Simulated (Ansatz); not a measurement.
Born–Oppenheimer molecular dynamics of a periodic cell of 12 atoms, Ti (surface Ti(0001)). It goes on from the last frame of an earlier run, with new velocities.

These are results of Ansatz 0.2.0, DFT PBEsol, scalar-relativistic, plane waves, PAW, not measurements. Settings: PAW set soft_1, cutoff 420 eV, k mesh 2x2x1, fermi-dirac smearing 0.1 eV, no spin polarisation.

```yaml
ensemble: NVT, Langevin thermostat
time_step: 3 fs
steps_asked: 160
set_temperature: 1050 K
friction: 0.05 /fs
atoms_held: 1 to 4
seed: 368036
```

First frame:

```xyz
12
Lattice="5.9000 0.0000 0.0000 2.9500 5.1095 0.0000 0.0000 0.0000 15.6846" Properties=species:S:1:pos:R:3
Ti 0.000 0.000 1.000
Ti 2.950 0.000 1.000
Ti 1.475 2.555 1.000
Ti 4.425 2.555 1.000
Ti 0.410 1.632 3.313
Ti 3.226 1.749 3.253
Ti 1.748 4.233 3.197
Ti 4.843 3.919 3.507
Ti 0.308 -0.335 5.537
Ti 3.325 -0.104 5.613
Ti 1.929 2.543 5.440
Ti 4.615 2.124 5.661
```

Problem. What does the run give?

Solution. All steps were run.

```yaml
steps_done: 160
time_covered: 480 fs
mean_temperature_over_the_second_half: 1221 K
spread_of_the_potential_energy_over_the_second_half: 30.7 meV per atom
mean_potential_energy_of_the_second_half_above_the_start: 36.2 meV per atom
```

The mean temperature of the second half is 16 % above the set value. A run of 0.48 ps of so small a system gives no equilibrium averages. Limits of this set-up: coarse k mesh, thin slab, slab without dipole correction, PAW files made for another functional.

Problem. What happens to the structure?

Solution. Mean squared displacements from the first frame to the last: Ti 0.15 Å². This is one draw of velocities; another would differ in detail.

Problem. How do temperature and energy run in time?

Solution. 
| time (fs) | T (K) | potential energy less start (eV) |
| --- | --- | --- |
| 0 | 1050 | 0.000 |
| 24 | 1016 | 0.103 |
| 48 | 1165 | 0.050 |
| 72 | 380 | 0.022 |
| 96 | 1014 | 0.086 |
| 120 | 950 | 0.308 |
| 144 | 685 | 0.190 |
| 168 | 504 | 0.470 |
| 192 | 1177 | 0.032 |
| 216 | 1384 | 0.226 |
| 240 | 761 | 0.828 |
| 264 | 1596 | 0.369 |
| 288 | 1251 | 0.264 |
| 312 | 1551 | 0.752 |
| 336 | 1491 | 0.922 |
| 360 | 970 | 0.980 |
| 384 | 852 | 0.450 |
| 408 | 1112 | 0.230 |
| 432 | 1330 | 0.079 |
| 456 | 1547 | 0.028 |
| 480 | 1007 | -0.209 |

Run time: 28 min on 1 thread of Arm Neoverse V1 (shared host), peak memory 0.8 GiB.
